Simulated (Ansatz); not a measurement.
# Mo2NCl2 MXene monolayer in a perpendicular field

Aim: how the Mo2NCl2 MXene monolayer screens a field along its normal, and what the field does to its bands. A positive field points along +c.

Method: plane-wave DFT, PBE-D3(BJ), Ansatz PAW, in Ansatz 0.2.0.

### Step 1. Starting point

The cell holds 5 atoms: 2 Cl, 2 Mo and 1 N. Cell: a = 2.953 Å, b = 2.953 Å, c = 42.426 Å, α = 90.0°, β = 90.0°, γ = 120.0°. Vacuum lies along c.

### Step 2. Relaxation

The starting cell is a guess, so the in-plane lattice and the atoms are relaxed first, with the slab cut off from its images along the normal.

Input file input.yaml:

```yaml
crystal:
  lattice:
    - [2.953236, 0.0, 0.0]
    - [-1.476618, 2.5575773994, 0.0]
    - [0.0, 0.0, 42.4256123625]
  atoms:
    - { symbol: Cl, position: [0.3333333333, 0.6666666667, 0.4325217476] }
    - { symbol: Mo, position: [0.6666666667, 0.3333333333, 0.4725338497], spin: 1.0 }
    - { symbol: "N", position: [0.0, 0.0, 0.5] }
    - { symbol: Mo, position: [0.3333333333, 0.6666666667, 0.5274661503], spin: 1.0 }
    - { symbol: Cl, position: [0.6666666667, 0.3333333333, 0.5674782524] }
  periodic: [true, true, false]
magnetization:
  spin_polarized: true
kpoints:
  mp_grid: { grid: [12, 12, 1] }
hamiltonian:
  xc: pbe
  dispersion: d3bj
scf:
  occupations: { method: fermi_dirac, width: 0.05 }
  convergence: { dr2_threshold: 1.0e-09 }
relax:
  f_tol: 0.004
  max_steps: 90
  cell: {}
output:
  write_potential: true
  write_density: true
  volumetric_format: npy
```

The run is started by

```sh
ansatz run input.yaml --threads 4 --pin off --max-ram 6144MiB --backend cpu --events-out ev --progress --plain --runs-dir out
```

Numbers of over 12 decimals in the logs are rounded to 6 here.

Output:

```text
Warning: relax.cell: scf.convergence.dr2_threshold = 1e-9 eV is looser than the 2.021877654e-10 eV advised for a relaxation that steers and ends on the stress (1e-10 eV for each atom of the cell: 5, times the square of relax.cell.stress_2d_tol = 0.05 N/m over 15.7 Å (the atoms' height at the walk's start and 5 Å past either face), 3.180e-2 GPa, over a crystal's default 0.05). What an SCF threshold leaves in a stress goes as its square root, and in the free energy as the threshold itself, and one threshold admits the most on a small cell: [figures from the program's tests cut] Set scf.convergence.dr2_threshold to 2.021877654e-10 eV or tighter. [rest of the remark cut]
Engine: ansatz 0.2.0, x86_64-unknown-linux-gnu
Pseudopotentials: kind: paw
Pseudopotential: Cl, paw, valence charge 7, recommended cutoff 420 eV (normal), Cl.paw.azcp
Pseudopotential: Mo, paw, valence charge 14, recommended cutoff 420 eV (normal), Mo.paw.azcp
Pseudopotential: N, paw, valence charge 5, recommended cutoff 420 eV (normal), N.paw.azcp
Functional definition: PBE
  parameter kappa = 0.804
  parameter beta = 0.066725
  exchange = pbe_x(kappa = kappa, mu = beta*pi^2/3)
  correlation = pbe_c(beta = beta)
Crystal: 5 atoms, lattice volume = 320.446 Å³
Basis set: ecut = 420 eV, 6141 PW (Γ), exchange–correlation on 40×40×576 points (8 copies of the dense FFT grid, shifted against one another)
Bands: 30, of which v1, the nominal top of the filled ones, is band 24 counted from 1 (23 counted from 0)
Symmetry: 12 space group operations
Space group: P-3m1 (ITA 164), of the structure as read, at distance tolerance 6.8e-5 Å
Magnetic group: BNS 164.85 (UNI 1315), of the structure as read, at distance tolerance 6.8e-5 Å
k-points: 19 of 144
Non-local potential: Cl, projectors of the file, l = 0: 2, l = 1: 2, l = 2: 2
Non-local potential: Mo, projectors of the file, l = 0: 3, l = 1: 2, l = 2: 2, l = 3: 1
Non-local potential: N, projectors of the file, l = 0: 2, l = 1: 2, l = 2: 1
PAW form: soft (Blöchl's): semilocal exchange-correlation on the pseudo side does not see the compensation charge
PAW one-centre angular grid: Cl, 110 points (default); XC on 64 Gauss nodes
PAW one-centre angular grid: Mo, 590 points (default); XC on 64 Gauss nodes
PAW one-centre angular grid: N, 110 points (default); XC on 64 Gauss nodes
Initial density: superposition of atomic densities (neutral atoms: chi_scale 0, normalization atom)
Starting moments: Σ|m| = 2 μB on 2 of 5 sites
Initial wavefunctions: pseudopotential atomic-orbital guess
Functional: x = pbe(κ = 0.804, μ = 0.219515), c = pbe(β = 0.066725)
SCF iter   1: F=—  HF=-12461.858474 eV  |F-HF|=—  |Δ(HF+E_count)|=         —  Δρ=3.35e-2 (↑3.35e-2 ↓2.94e-2)  dr2=1.81e1  dr2_m=9.13e-2  M=1.089 μB ∫|m|=1.105 μB  β_m=0.30  ethr=3.10e-3  ⟨swp⟩=17.6  Hψ=10160  notcnv=0
Mixer restart at iter 1: flushing history
preconditioner: auto → LDOS  [metal: Δε(μ)=0.044 eV  Ē_g=10.607 eV  σ=0.050 eV  W_gap=0.21  n_scr=26 (ndim 8)  ℏωp=11.5 eV  f_vac=0.778  D(μ)=3.44/eV (n_scr^D=18)]
spin=Collinear: LDOS preconditioning applied to the charge; magnetization (m = ρ↑ − ρ↓) channel mixes plain (no charge-response kernel on spin).
SCF iter   2: F=—  HF=-12459.110298 eV  |F-HF|=—  |Δ(HF+E_count)|=    2.75e0  Δρ=2.32e-2 (↑2.32e-2 ↓2.05e-2)  dr2=9.05e0  dr2_m=5.38e-2  M=1.013 μB ∫|m|=1.027 μB  β_m=0.61  ethr=3.10e-3  ⟨swp⟩=3.2  Hψ=2521  notcnv=0  defer=28
SCF iter   3: F=—  HF=-12456.967775 eV  |F-HF|=—  |Δ(HF+E_count)|=    2.14e0  Δρ=3.68e-3 (↑3.24e-3 ↓3.68e-3)  dr2=1.14e-1  dr2_m=1.18e-2  M=0.661 μB ∫|m|=0.673 μB  β_m=0.62  ethr=3.10e-3  ⟨swp⟩=5.0  Hψ=3364  notcnv=0  defer=28
SCF iter   4: F=—  HF=-12457.059405 eV  |F-HF|=—  |Δ(HF+E_count)|=         —  Δρ=4.35e-3 (↑3.67e-3 ↓4.35e-3)  dr2=2.43e-2  dr2_m=4.39e-2  M=0.211 μB ∫|m|=0.228 μB  β_m=0.62  ethr=2.43e-4  ⟨swp⟩=5.1  Hψ=3150  notcnv=0  defer=13
SCF iter   5: F=—  HF=-12457.058053 eV  |F-HF|=—  |Δ(HF+E_count)|=   1.35e-3  Δρ=2.18e-3 (↑1.99e-3 ↓2.18e-3)  dr2=2.59e-3  dr2_m=1.24e-2  M=0.127 μB ∫|m|=0.138 μB  β_m=0.81  ethr=5.16e-5  ⟨swp⟩=3.8  Hψ=2680  notcnv=0  defer=13
SCF iter   6: F=—  HF=-12457.058457 eV  |F-HF|=—  |Δ(HF+E_count)|=   4.04e-4  Δρ=3.79e-4 (↑3.40e-4 ↓3.79e-4)  dr2=3.16e-4  dr2_m=3.01e-4  M=0.026 μB ∫|m|=0.030 μB  β_m=0.80  ethr=5.51e-6  ⟨swp⟩=3.5  Hψ=2944  notcnv=0  defer=13
SCF iter   7: F=—  HF=-12457.058507 eV  |F-HF|=—  |Δ(HF+E_count)|=   4.96e-5  Δρ=1.19e-4 (↑1.19e-4 ↓1.09e-4)  dr2=8.02e-5  dr2_m=2.84e-5  M=0.009 μB ∫|m|=0.011 μB  β_m=0.77  ethr=6.72e-7  ⟨swp⟩=3.4  Hψ=2828  notcnv=0  defer=13
SCF iter   8: F=—  HF=-12457.058537 eV  |F-HF|=—  |Δ(HF+E_count)|=   3.00e-5  Δρ=4.29e-5 (↑4.29e-5 ↓3.12e-5)  dr2=8.62e-6  dr2_m=2.79e-6  M=0.003 μB ∫|m|=0.003 μB  β_m=0.76  ethr=1.71e-7  ⟨swp⟩=3.2  Hψ=2429  notcnv=0  defer=13
SCF iter   9: F=—  HF=-12457.058540 eV  |F-HF|=—  |Δ(HF+E_count)|=   3.41e-6  Δρ=1.10e-5 (↑8.90e-6 ↓1.10e-5)  dr2=1.52e-7  dr2_m=2.53e-7  M=0.000 μB ∫|m|=0.001 μB  β_m=0.81  ethr=1.83e-8  ⟨swp⟩=3.9  Hψ=2974  notcnv=0  defer=13
SCF iter  10: F=—  HF=-12457.058541 eV  |F-HF|=—  |Δ(HF+E_count)|=   7.12e-7  Δρ=3.18e-6 (↑3.18e-6 ↓3.12e-6)  dr2=9.64e-9  dr2_m=2.73e-8  M=0.000 μB ∫|m|=0.000 μB  β_m=0.91  ethr=3.23e-10  ⟨swp⟩=3.9  Hψ=3099  notcnv=0  defer=13
SCF iter  11: F=—  HF=-12457.058541 eV  |F-HF|=—  |Δ(HF+E_count)|=   8.74e-8  Δρ=6.45e-7 (↑6.29e-7 ↓6.45e-7)  dr2=6.76e-10  dr2_m=9.61e-10  M=0.000 μB ∫|m|=0.000 μB  β_m=0.93  ethr=2.05e-11  ⟨swp⟩=3.6  Hψ=2967  notcnv=0  defer=13
SCF iter  12: F=—  HF=-12457.058541 eV  |F-HF|=—  |Δ(HF+E_count)|=   9.02e-9  Δρ=1.56e-7 (↑1.05e-7 ↓1.56e-7)  dr2=6.86e-11  dr2_m=3.14e-11  M=-0.000 μB ∫|m|=0.000 μB  β_m=0.90  ethr=1.44e-12  ⟨swp⟩=3.3  Hψ=2783  notcnv=0  defer=13
SCF iter  13: F=-12457.058541 eV  HF=-12457.058541 eV  |F-HF|=2.55e-11  |Δ(HF+E_count)|=   2.09e-9  Δρ=4.32e-8 (↑4.32e-8 ↓3.61e-8)  dr2=6.29e-12  dr2_m=2.90e-12  M=-0.000 μB ∫|m|=0.000 μB  ethr=1.00e-12  ⟨swp⟩=9.1  Hψ=9049  notcnv=0
WARN: the starting moments were not kept: the SCF closed with an absolute magnetisation of 3.2e-6 μB, where they sum to 2 μB in size (2 sites). That is at most 0.1 of that sum. Measured as dr2_m measures the in/out step, that magnetisation stands 1.3e-12 eV from none, at or under the dr2_threshold of 1.0e-9 eV: it is no larger than a step whose dr2_m would equal this threshold. The system may hold no moment; this SCF [...]
SCF 1 converged in 13 iterations: F = -12457.058541 eV  dr2 = 6.29e-12
  greatest PAW one-centre occupation: 0.998 electrons in one spin orbital (limit 2), on the Mo atom at site 3 (counted from 0), in its partial waves of l = 0
[...]
SCF 3 converged in 11 iterations: F = -12458.014004 eV  dr2 = 2.65e-11
relax step   3: F+E_penalty+E_count = -12458.01400441 eV  Δ(F+E_penalty+E_count) = -7.795e-2 eV  max|allowed force component| = 3.032e-1 eV/Å  Δτ_max = 0.1223 Å  P = +1.108 N/m  Ω = 321.627 Å³  energy of the carried Pulay correction = -2.363e-4 eV  fix = [c, alpha, beta]  reactions: c +0.000 N/m  (11 SCF iters, accepted)
[...]
relax step   4: F+E_penalty+E_count = -12458.01917593 eV  Δ(F+E_penalty+E_count) = -5.172e-3 eV  max|allowed force component| = 1.283e-1 eV/Å  Δτ_max = 0.0134 Å  P = +0.064 N/m  Ω = 322.287 Å³  energy of the carried Pulay correction = -3.679e-4 eV  fix = [c, alpha, beta]  reactions: c +0.000 N/m  (9 SCF iters, accepted)
[...]
relax step   5: F+E_penalty+E_count = -12458.02015555 eV  Δ(F+E_penalty+E_count) = -9.796e-4 eV  max|allowed force component| = 3.725e-2 eV/Å  Δτ_max = 0.0094 Å  P = +0.169 N/m  Ω = 321.773 Å³  energy of the carried Pulay correction = -2.653e-4 eV  fix = [c, alpha, beta]  reactions: c +0.000 N/m  (8 SCF iters, accepted)
[...]
relax step   6: F+E_penalty+E_count = -12458.02024419 eV  Δ(F+E_penalty+E_count) = -8.864e-5 eV  max|allowed force component| = 2.421e-4 eV/Å  Δτ_max = 0.0020 Å  P = +0.009 N/m  Ω = 322.076 Å³  energy of the carried Pulay correction = -3.258e-4 eV  fix = [c, alpha, beta]  reactions: c +0.000 N/m  (8 SCF iters, accepted)
Initial wavefunctions: pseudopotential atomic-orbital guess (no wavefunctions were taken with the density)
iter 1 solved again at ethr=1.13e-7 eV; its pass at ethr=3.10e-3 eV (dr2=5.32e-5 eV) is discarded
SCF iter   1: F=—  HF=-12458.020037 eV  |F-HF|=—  |Δ(HF+E_count)|=         —  Δρ=1.50e-5 (↑1.50e-5 ↓1.50e-5)  dr2=9.51e-8  dr2_m=2.00e-11  M=-0.000 μB ∫|m|=0.000 μB  β_m=0.65  ethr=1.13e-7  ⟨swp⟩=6.8  Hψ=15608  notcnv=0
preconditioner: auto → LDOS  [metal: Δε(μ)=0.067 eV  Ē_g=8.872 eV  σ=0.050 eV  W_gap=0.30  n_scr=22 (ndim 8)  ℏωp=11.5 eV  f_vac=0.766  D(μ)=3.83/eV (n_scr^D=18)]
spin=Collinear: LDOS preconditioning applied to the charge; magnetization (m = ρ↑ − ρ↓) channel mixes plain (no charge-response kernel on spin).
SCF iter   2: F=—  HF=-12458.020485 eV  |F-HF|=—  |Δ(HF+E_count)|=   4.48e-4  Δρ=5.25e-6 (↑5.25e-6 ↓5.25e-6)  dr2=1.31e-8  dr2_m=7.61e-12  M=-0.000 μB ∫|m|=0.000 μB  β_m=0.59  ethr=2.02e-10  ⟨swp⟩=4.9  Hψ=3642  notcnv=0
SCF iter   3: F=—  HF=-12458.020550 eV  |F-HF|=—  |Δ(HF+E_count)|=   6.52e-5  Δρ=1.40e-6 (↑1.40e-6 ↓1.40e-6)  dr2=1.27e-9  dr2_m=2.23e-12  M=-0.000 μB ∫|m|=0.000 μB  β_m=0.70  ethr=2.79e-11  ⟨swp⟩=4.3  Hψ=2824  notcnv=0
SCF iter   4: F=-12458.020563 eV  HF=-12458.020563 eV  |F-HF|=9.26e-8  |Δ(HF+E_count)|=   1.25e-5  Δρ=6.99e-8 (↑6.94e-8 ↓6.99e-8)  dr2=4.96e-11  dr2_m=3.53e-13  M=-0.000 μB ∫|m|=0.000 μB  ethr=2.13e-12  ⟨swp⟩=13.8  Hψ=11017  notcnv=0
the starting moments were not kept: the SCF closed with an absolute magnetisation of 2.7e-6 μB, where they sum to 2 μB in size (2 sites). That is at most 0.1 of that sum. Measured as dr2_m measures the in/out step, that magnetisation stands 1.1e-12 eV from none, at or under the dr2_threshold of 1.0e-9 eV: it is no larger than a step whose dr2_m would equal this threshold.
SCF 7 converged in 4 iterations: F = -12458.020563 eV  dr2 = 4.96e-11
relax step   7: F+E_penalty+E_count = -12458.02056278 eV  Δ(F+E_penalty+E_count) = -3.186e-4 eV  max|allowed force component| = 2.339e-4 eV/Å  Δτ_max = 0.0000 Å  P = +0.013 N/m  Ω = 322.076 Å³  fix = [c, alpha, beta]  reactions: c +0.000 N/m  stress off target by 1.29e-2 N/m on what of the cell is left free  SCF on the basis re-selected at this cell (its energy is not comparable with the rows above)  (4 SCF iters)
basis re-selected at this cell: Δ(F+E_penalty+E_count) = -3.186e-4 eV, ΔP = +0.003 N/m vs the last step (what re-selecting the basis moved, of the pressure what is left beyond the Pulay correction that the steps carried, after the strain that the cell walked since its last selection, with what the two solves' SCF thresholds leave and, on support functions, any second-order correction that the steps lacked; it is no m [...]
WARN: The input density's exchange-correlation potential varies sharply where the density is thin. Do not read a vacuum level from v_tot or v_xc, or from such a field of the output density. On a cell that repeats whose density bears no net charge and no dipole along the vacuum's axis use v_es (v_loc + v_h of the components); under efield.dipole_correction with no amplitude use v_es + v_field, which holds any external [...]
SCF converged after 4 iterations
Magnetization: -0.0000 μB (23.5000 up, 23.5000 down)
Absolute magnetization: 0.0000 μB (∫|ρ↑−ρ↓|, with the PAW one-centre terms)
Spin contamination: 0.0000 ħ² per cell (⟨S²⟩ above its minimum at these occupations)
Per-site moments (μB) at R_I (Å): [(-5.8928307178399266e-8, 1.030829), (-8.374358206244131e-7, 0.903341), (-1.2718330838068572e-8, 0.903341), (-8.374358205818022e-7, 0.903341), (-5.892830716541866e-8, 1.030829)]
Free energy (F): -12458.020563 eV
Harris-Foulkes:  -12458.020563 eV  (|F-HF|=9.26e-8)
Internal energy: -12457.989783 eV  (E = F + TS)
E sigma→0 (E₀):  -12458.005173 eV
Entropy (-TS):   -0.030780 eV (-6.156 meV/atom)
Fermi energy:    -4.261508 eV
--- Per-component energies (eV) ---
  E_band       = -1094.177482
  E_kinetic    = 1341.269574
  E_local      = -218163.383799  (includes V_loc(G=0)·N_el)
  E_nonlocal   = 389.435755
  E_hartree    = 108209.379339
  E_xc         = -642.356269
  E_vxc        = -780.173924  (∫ρ·V_xc dr)
  E_paw        = -7848.112688  (= ΣΔE_a)
  E_vpaw       = -300.084313  (= ΣTr[D̂ρ^β])
  E_aug_tail   = 0.000354  (compensation charges beyond the density's cutoff)
  E_ewald      = 104257.533340
  E_disp       = -1.755388  (pairwise vdW)
  E_smearing   = -0.030780  (= −TS)
  E_closure    = 0.000000  (closes the sum)
  Σ components = -12458.020563   (vs F -12458.020563, Δ=0.00e0)
--- Forces (eV/Å), atoms counted from 1 ---
  atom   1  Cl     0.00000000    -0.00000000    -0.00023386
  atom   2  Mo    -0.00000000     0.00000000    -0.00015321
  atom   3  N      0.00000000     0.00000000     0.00000000
  atom   4  Mo     0.00000000    -0.00000000     0.00015321
  atom   5  Cl    -0.00000000     0.00000000     0.00023386
  max |Σ_I F_I| component: 4.63e-18 eV/Å
--- 2D stress c σ (N/m, compression-positive) ---
        0.012858       0.000000       0.000000
        0.000000       0.012858       0.000000
        0.000000       0.000000       0.000000
  P = ½ c Tr σ = 0.0129 N/m
--- Band table (eV; the first three rows and the last of 38) ---
  k-point 0 ↑: bands = [... 20 lower, -6.4858, -5.5136, -5.5136, -4.7873, -4.4847, -4.4847, -3.7797, -3.7797, ... 2 higher]
  k-point 1 ↑: bands = [... 20 lower, -6.7668, -5.6857, -5.3540, -4.7281, -4.5129, -4.3232, -3.7183, -3.6074, ... 2 higher]
  k-point 2 ↑: bands = [... 20 lower, -7.1019, -6.0491, -4.9908, -4.7751, -4.6438, -3.9963, -3.5348, -2.9204, ... 2 higher]
  k-point 18 ↓: bands = [... 20 lower, -5.3710, -4.6638, -4.5577, -4.5577, -3.3322, -3.3322, -2.1866, -1.4207, ... 2 higher]
  the weakly bound empty levels are not read free of the cell's end (no_gap_told)
--- Relaxed structure (6 steps of the walk, 6 accepted, 1 SCFs on fresh bases) ---
  F+E_penalty+E_count = -12458.02056278 eV   max|allowed force component| = 2.339e-4 eV/Å   (the final SCF, on the basis selected at the relaxed cell)
  cell:  # Å, volume = 322.0756 Å³
    - [2.960735, 0, 0]
    - [-1.480367, 2.564072, 0]
    - [0, 0, 42.4256123625]
  atoms:
    - { symbol: Cl, position: [0.333333, 0.666667, 0.424769] }
    - { symbol: Mo, position: [0.666667, 0.333333, 0.467735] }
    - { symbol: N, position: [0, 0, 0.5] }
    - { symbol: Mo, position: [0.333333, 0.666667, 0.532265] }
    - { symbol: Cl, position: [0.666667, 0.333333, 0.575231] }
```

Wall time 31 s (4 threads of AMD EPYC 9R14 (Zen 4), shared host); peak memory 0.94 GiB; 1.8 min of CPU time.

The steps of the relaxation:

| step | energy less that of the first step (eV) | largest force component (eV/Å) | volume (Å³) |
| --- | --- | --- | --- |
| 1 | 0.0000 | 2.0655 | 320.45 |
| 2 | -0.8775 | 0.4737 | 329.96 |
| 3 | -0.9555 | 0.3031 | 321.63 |
| 4 | -0.9606 | 0.1283 | 322.29 |
| 5 | -0.9616 | 0.0372 | 321.77 |
| 6 | -0.9617 | 0.0002 | 322.08 |
| 7* | -0.9620 | 0.0002 | 322.08 |

Relaxation steps marked * repeat the geometry before them on a plane-wave basis chosen anew for their cell, so energy and pressure can jump there.

The run keeps the 12 symmetry operations that it works with, so distortions that break them were not tested.

| cell as run | before | after | change |
| --- | --- | --- | --- |
| a (Å) | 2.953 | 2.961 | +0.3 % |
| b (Å) | 2.953 | 2.961 | +0.3 % |

The atoms that moved most (Å, along periodic axes as changes of fractional coordinates times the final cell, across vacuum about the mean position):

| atom | dx | dy | dz | length |
| --- | --- | --- | --- | --- |
| Cl5 | 0.000 | 0.000 | 0.329 | 0.329 |
| Cl1 | 0.000 | 0.000 | -0.329 | 0.329 |
| Mo4 | 0.000 | 0.000 | 0.204 | 0.204 |
| Mo2 | 0.000 | 0.000 | -0.204 | 0.204 |

The relaxed structure:

```xyz
5
Lattice="2.9607 0.0000 0.0000 -1.4804 2.5641 0.0000 0.0000 0.0000 42.4256" Properties=species:S:1:pos:R:3
Cl    0.0000    1.7094   18.0211
Mo    1.4804    0.8547   19.8440
N     0.0000    0.0000   21.2128
Mo    0.0000    1.7094   22.5817
Cl    1.4804    0.8547   24.4045
```

This step gave:

* energy at zero smearing: -12458.0052 eV

The lattice constant a goes from 2.953 to 2.961 Å.

(Part 1 of 3 ends here.)

[Logs are printed without paths, hosts, clocks, repeated set-up lines and the standing remarks that a program may print on its own settings, such as how far it seeks lower states.]

[Hosts, paths, dates, database ids (printed as entryN), source tags and the programs' standing remarks are cut or masked in the printed files.]

[Maps of the electrostatic potential energy from Ansatz leave out the sawtooth potential of an applied field or a dipole correction, so their vacuum need not be flat; planar profiles and work functions include it.]
